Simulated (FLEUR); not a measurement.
MgO under changes of volume

One of the cells (9.221 Å³/atom); the others are scaled copies at fixed shape and fractional positions:

```
Mg O
1.0
     0.00000    2.09700    2.09700
     2.09700    0.00000    2.09700
     2.09700    2.09700    0.00000
Mg O
1 1
Direct
  0.00000 0.00000 0.00000
  0.50000 0.50000 0.50000
```

The cell is a database's computed one.

| Quantity | Value |
| --- | --- |
| Program | FLEUR MaX-R8.1 (later development tree) |
| Functional | r2SCAN |
| Potentials or basis | all-electron |
| Basis | FLAPW |
| Kmax | 5.13 1/bohr |
| k mesh | 11 × 11 × 11 |
| Occupations | fermi-dirac, width 0.05 eV |
| Spin | no spin polarisation |

```tsv
volume (Å³/atom)	energy over the lowest point (meV/atom)	gap on the mesh (eV)
8.668	24.02	6.41
8.853	?	?
9.221	0.00	5.78
9.590	4.69	5.40
9.775	12.05	5.22
```

Problem. What does the run at 8.853 Å³/atom give?

Solution. Energy over the lowest point 11.35 meV/atom; gap on the mesh 6.19 eV.

Worked out: A Birch-Murnaghan fit of order 2 (a polynomial in V^(-2/3)) to the other rows has its minimum at 9.29 Å³/atom with B0 = V·E''(V) = 168 GPa. It gives 11.28 meV/atom at 8.853 Å³/atom, against the run's 11.35. A straight line through the other rows of the gap, of slope -9.92 eV per unit of ln V (its deformation potential), gives 6.19 eV, against the run's 6.19.

Energies are extrapolated to zero smearing.

Caveats: the meta-GGA is that of a development version, with a GGA for the radial functions and cores and without core tails.
